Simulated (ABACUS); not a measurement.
Crystal: Ir.

```
Ir
1.0
     0.00000    1.91560    1.91560
     1.91560    0.00000    1.91560
     1.91560    1.91560    0.00000
Ir
1
Direct
  0.00000 0.00000 0.00000
```

Base run:

```yaml
Program: ABACUS 3.10.1
Functional: LDA-PW92
Potentials_or_basis: PseudoDojo NC SR 0.4.1 LDA stringent
Cutoff: 925 eV
Density_cutoff: 3701 eV
Basis: plane waves
k_mesh: 10 × 10 × 10
Occupations: fermi-dirac, width 0.05 eV
Spin: no spin polarisation
```

Its results: band gap on the k mesh none (metal or under the smearing width); pressure -6.9 GPa.

Problem. The run is repeated on the same cell with these changes: functional from LDA-PW92 to PW91; potentials or basis from PseudoDojo NC SR 0.4.1 LDA stringent to PseudoDojo NC SR 0.4.1 PBE standard. What comes out?

Solution. Band gap on the k mesh none (metal or under the smearing width); pressure 12.2 GPa.

Caveats: the potentials were made for another functional, which shifts forces and pressure (some runs).
